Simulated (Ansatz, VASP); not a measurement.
Two plane-wave programs on AlNi

```
CELL_PARAMETERS angstrom
5.71485 0.00000 0.00000
0.00000 4.04101 0.00000
0.00000 0.00000 23.06151
ATOMIC_POSITIONS crystal
Al 0.00000 0.50000 0.36858
Al 0.50000 0.50000 0.36858
Al 0.00000 0.00000 0.45619
Al 0.50000 0.00000 0.45619
Al 0.00000 0.50000 0.54415
Al 0.50000 0.50000 0.54415
Al 0.00000 0.00000 0.63573
Al 0.50000 0.00000 0.63573
Ni 0.25000 0.00000 0.36858
Ni 0.75000 0.00000 0.36858
Ni 0.25000 0.50000 0.45619
Ni 0.75000 0.50000 0.45619
Ni 0.25000 0.00000 0.54269
Ni 0.75000 0.00000 0.54269
Ni 0.25000 0.50000 0.62787
Ni 0.75000 0.50000 0.62787
```

Alike in both runs: functional PBE; dispersion D3(BJ); k mesh 5 × 7 × 1; occupations gaussian, width 0.1 eV; no spin polarisation.

Ansatz relaxed the structure, and its values are those at the end. VASP's run is a single point on that final structure, the one shown.

|  | VASP | Ansatz |
| --- | --- | --- |
| version | VASP 6.6.1 | Ansatz 0.2.0 |
| potentials or method | VASP PAW PBE potentials, release 64 (Al, Ni) | scalar-relativistic, plane waves, PAW |
| plane-wave cutoff (eV) | 520 | 420 |
| valence electrons in the cell | 104 | 168 |

```tsv
	VASP	Ansatz	Ansatz less VASP
gap on the k mesh at the Fermi level (eV)	none	none	-
rms of the force components (eV/Å)	0.200	0.203	+0.0028
```

A gap of «none» marks a metal or a gap that the smearing closes. With one functional, cell and mesh, what is left measures potentials, basis and numerics. The two sets of potentials don't hold the same shells in valence. Ansatz warned: «xc_potential_rough_in_thin_density».

Spin polarisation is off, so any magnetic state and its effect on volume and gap are missing.
